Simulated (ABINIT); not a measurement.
The system is CuO (Tenorite).

```
Cu O
1.0
     2.34185   -1.71130    0.00000
     2.34185    1.71130    0.00000
    -0.85003    0.00000    5.05787
Cu O
2 2
Direct
  0.50000 0.00000 0.50000
  0.00000 0.50000 0.00000
  0.41840 0.58160 0.75000
  0.58160 0.41840 0.25000
```

| Property | Result |
| --- | --- |
| Program | ABINIT 10.8.3 (patched build) |
| Task | single point |
| Functional | PBE |
| Potentials or basis | JTH PAW PBE v2.0 |
| Cutoff | 707 eV |
| k mesh | 10 × 10 × 5 |
| Occupations | fermi-dirac, width 0.05 eV |
| Spin | no spin polarisation |

On this cell: pressure 5.5 GPa; largest force 0.251 eV/Å; band gap on the k mesh none (metal or under the smearing width).

The same run follows on a disturbed copy (atoms moved at random, drawn with an rms of 0.05 Å):

```
CELL_PARAMETERS angstrom
2.34185 -1.71130 0.00000
2.34185 1.71130 0.00000
-0.85003 0.00000 5.05787
ATOMIC_POSITIONS crystal
Cu 0.50631 0.99109 0.50005
Cu 0.99695 0.51187 0.00777
O 0.41258 0.58217 0.75430
O 0.57936 0.40935 0.25162
```

**Question.** What does the disturbed cell give?

**Answer.** The energy (extrapolated to zero smearing) moves by +4.9 meV/atom; pressure 5.3 GPa; largest force 0.430 eV/Å; band gap on the k mesh none (metal or under the smearing width).

Forces on the atoms (eV/Å):
```
Cu  -0.044  0.145  0.403
Cu  -0.190  0.020 -0.342
O    0.093 -0.378 -0.112
O    0.140  0.213  0.051
```

Stress tensor (GPa, compression positive):
```
 5.29 -0.21 -1.54
-0.21  6.36 -0.49
-1.54 -0.49  4.24
```

Caveats: the run has no spin polarisation, though such a crystal can be magnetic; semilocal functionals often make such compounds metallic where correlation or magnetic order opens a gap, which also shifts bond lengths.
